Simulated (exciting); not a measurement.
# Sr (Im-3m) in exciting: settings compared, part 2 of 2

exciting (release sodium). Earlier steps stand in the parts before.

### 4 Single point, PBEsol

input.xml

```xml
<input>
  <title>Sr</title>
  <structure speciespath="./" tshift="false">
    <crystal scale="1">
      <basevect>-4.601483113464 4.601483113464 4.601483113464</basevect>
      <basevect>4.601483113464 -4.601483113464 4.601483113464</basevect>
      <basevect>4.601483113464 4.601483113464 -4.601483113464</basevect>
    </crystal>
    <species speciesfile="Sr.xml" rmt="2.3">
      <atom coord="0.000000000000 0.000000000000 0.000000000000"/>
    </species>
  </structure>
  <groundstate do="fromscratch" ngridk="8 8 8" rgkmax="9" gmaxvr="14" lmaxapw="10" lmaxmat="10" lmaxvr="8" xctype="GGA_PBE_SOL" stype="Gaussian" swidth="0.00367493" nempty="8" ValenceRelativity="iora*" epsengy="1e-05" epspot="1e-05" maxscl="60" tforce="true" outputlevel="high"/>
</input>
```

Potentials or basis: all-electron LAPW+lo, shipped species files, valence relativity iora*.

Command:

```sh
$ OMP_NUM_THREADS=1 exciting_smp
```

INFO.OUT:

```text
================================================================================
EXCITING SODIUM started
[... 10 lines left out ...]

 Lattice vectors (cartesian) :
     -4.6014831135      4.6014831135      4.6014831135
      4.6014831135     -4.6014831135      4.6014831135
      4.6014831135      4.6014831135     -4.6014831135

 Reciprocal lattice vectors (cartesian) :
      0.0000000000      0.6827348001      0.6827348001
      0.6827348001      0.0000000000      0.6827348001
      0.6827348001      0.6827348001      0.0000000000

 Unit cell volume                           :     389.7207136032
 Brillouin zone volume                      :       0.6364819851

 Species :    1 (Sr)
     parameters loaded from                 :    Sr.xml
     name                                   :    strontium
     nuclear charge                         :     -38.00000000
     electronic charge                      :      38.00000000
     atomic mass                            :  159721.48900000
     muffin-tin radius                      :       2.30000000
     # of radial points in muffin-tin       :     400

     atomic positions (lattice) :
       1 :   0.00000000  0.00000000  0.00000000

 Total number of atoms per unit cell        :       1

 Spin treatment                             :    spin-unpolarised

 Number of Bravais lattice symmetries       :      48
 Number of crystal symmetries               :      48

 k-point grid                               :       8    8    8
 Total number of k-points                   :      29
 k-point set is reduced with crystal symmetries

 R^MT_min * |G+k|_max (rgkmax)              :       9.00000000
 Species with R^MT_min                      :       1 (Sr)
 Maximum |G+k| for APW functions            :       3.91304348
 Maximum |G| for potential and density      :      14.00000000
 Polynomial order for pseudochg. density    :       9

 G-vector grid sizes                        :      36    36    36
 Total number of G-vectors                  :   18053

 Maximum angular momentum used for
     APW functions                          :      10
     computing H and O matrix elements      :      10
     potential and density                  :       8
     inner part of muffin-tin               :       2

 Total nuclear charge                       :     -38.00000000
 Total electronic charge                    :      38.00000000
 Total core charge                          :      28.00000000
 Total valence charge                       :      10.00000000

 Effective Wigner radius, r_s               :       1.34780510

 Number of empty states                     :       8
 Total number of valence states             :      14

 Maximum Hamiltonian size                   :     428
 Maximum number of plane-waves              :     420
 Total number of local-orbitals             :       8

 Exchange-correlation type                  :      22
     PBEsol, Phys. Rev. Lett. 100, 136406 (2008)
     Generalised gradient approximation (GGA)

 Smearing scheme                            :    Gaussian
 Smearing width                             :       0.00367493

 Using multisecant Broyden potential mixing
[... 6 lines left out ...]
* Groundstate module started                                                   *
********************************************************************************
 Output level for this task is set to high

++++++++++++++++++++++++++++++++++++++++++++++++++++++++++++++++++++++++++++++++
[... 5 lines left out ...]
+ SCF iteration number :    1                                                  +
++++++++++++++++++++++++++++++++++++++++++++++++++++++++++++++++++++++++++++++++
 Total energy                               :     -3177.98491732
 _______________________________________________________________
 Fermi energy                               :         0.12168793
 Kinetic energy                             :      3272.88219628
 Coulomb energy                             :     -6347.64027224
 Exchange energy                            :      -101.08008207
 Correlation energy                         :        -2.14675930
 Sum of eigenvalues                         :     -1876.79407363
 Effective potential energy                 :     -5149.67626991
 Coulomb potential energy                   :     -5014.14557764
 xc potential energy                        :      -135.53069227
 Hartree energy                             :      1071.18900126
 Electron-nuclear energy                    :     -7156.52358015
 Nuclear-nuclear energy                     :      -262.30569334
 Madelung energy                            :     -3840.56748342
 Core-electron kinetic energy               :         0.00000000
[... 368 lines left out ...]
 Electron charges :
     core                                   :        28.00000000
     core leakage                           :         0.00017804
     valence                                :        10.00000000
     interstitial                           :         2.56928747
     charge in muffin-tin spheres :
                  atom     1    Sr          :        35.43071253
     total charge in muffin-tins            :        35.43071253
     total charge                           :        38.00000000

 RMS change in effective potential (target) :  0.481618E-09  ( 0.100000E-04)
 Absolute change in total energy   (target) :  0.196022E-06  ( 0.100000E-04)
 Charge distance                   (target) :  0.347238E-09  ( 0.100000E-04)
 Abs. change in max-nonIBS-force   (target) :   0.00000      ( 0.500000E-04)

++++++++++++++++++++++++++++++++++++++++++++++++++++++++++++++++++++++++++++++++
| Convergency criteria checked for the last 2 iterations                       +
| Convergence targets achieved. Performing final SCF iteration                 +
++++++++++++++++++++++++++++++++++++++++++++++++++++++++++++++++++++++++++++++++
 Total energy                               :     -3177.93968484
 _______________________________________________________________
 Fermi energy                               :         0.12843637
 Kinetic energy                             :      3272.88966818
 Coulomb energy                             :     -6347.59894671
 Exchange energy                            :      -101.08347098
 Correlation energy                         :        -2.14693532
 Sum of eigenvalues                         :     -1876.65237080
 Effective potential energy                 :     -5149.54203898
 Coulomb potential energy                   :     -5014.00678323
 xc potential energy                        :      -135.53525575
 Hartree energy                             :      1071.28647014
 Electron-nuclear energy                    :     -7156.57972350
 Nuclear-nuclear energy                     :      -262.30569334
 Madelung energy                            :     -3840.59555509
 Core-electron kinetic energy               :         0.00000000

 DOS at Fermi energy (states/Ha/cell)       :        27.16808333

 Electron charges :
     core                                   :        28.00000000
     core leakage                           :         0.00017804
     valence                                :        10.00000000
     interstitial                           :         2.56928747
     charge in muffin-tin spheres :
                  atom     1    Sr          :        35.43071253
     total charge in muffin-tins            :        35.43071253
     total charge                           :        38.00000000

++++++++++++++++++++++++++++++++++++++++++++++++++++++++++++++++++++++++++++++++
+ Self-consistent loop stopped                                                 +
++++++++++++++++++++++++++++++++++++++++++++++++++++++++++++++++++++++++++++++++
 STATE.OUT is written

--------------------------------------------------------------------------------
- Writing atomic positions and forces                                          -
--------------------------------------------------------------------------------

 Atomic positions (lattice) :
 atom     1  Sr  :     0.00000000    0.00000000    0.00000000

 Total atomic forces including IBS (cartesian) :
 atom     1  Sr  :     0.00000000    0.00000000    0.00000000

 Atomic force components including IBS (cartesian) :
 atom     1  Sr  :     0.00000000    0.00000000    0.00000000   HF force
                 :     0.00000000    0.00000000    0.00000000   core correction
                 :     0.00000000    0.00000000    0.00000000   IBS correction

********************************************************************************
* Groundstate module stopped                                                   *
********************************************************************************

================================================================================
| EXCITING SODIUM stopped                                                      =
================================================================================
```

Wall time 37 s (1 thread of Intel Xeon Platinum 8488C (Sapphire Rapids), shared host); peak memory 0.12 GiB.

Results:

```yaml
Free_energy: -86476.1492 eV
Band_gap_on_the_k_mesh: none (metal or under the smearing width)
All_electrons_inside_the_program's_atomic_spheres: Sr 35.43 (radii Sr 2.3 bohr)
Density_of_states_at_the_Fermi_level: 1.00 states/eV per cell
```

Caveat: the log's total energy holds no entropy term; the free energy is that total less TS from the occupations; the cell was measured hot, at 901 K.

### 5 Overview

```csv
level,outputlevel,gap on the mesh (eV)
PBE,normal,none
LDA,normal,none
PBEsol,high,none
```

Alike in all rows: task single point; potentials or basis all-electron LAPW+lo, shipped species files, valence relativity iora*; no spin polarisation; cell as given; k mesh 8 × 8 × 8; smearing gaussian 0.1 eV; rgkmax 9.

Every run on the cell as given and a fine mesh finds a metal.

Caveats: the free energy is that total less TS from the occupations; the cell was measured hot, at 901 K.

Compare energies only between runs with the same functional and basis.
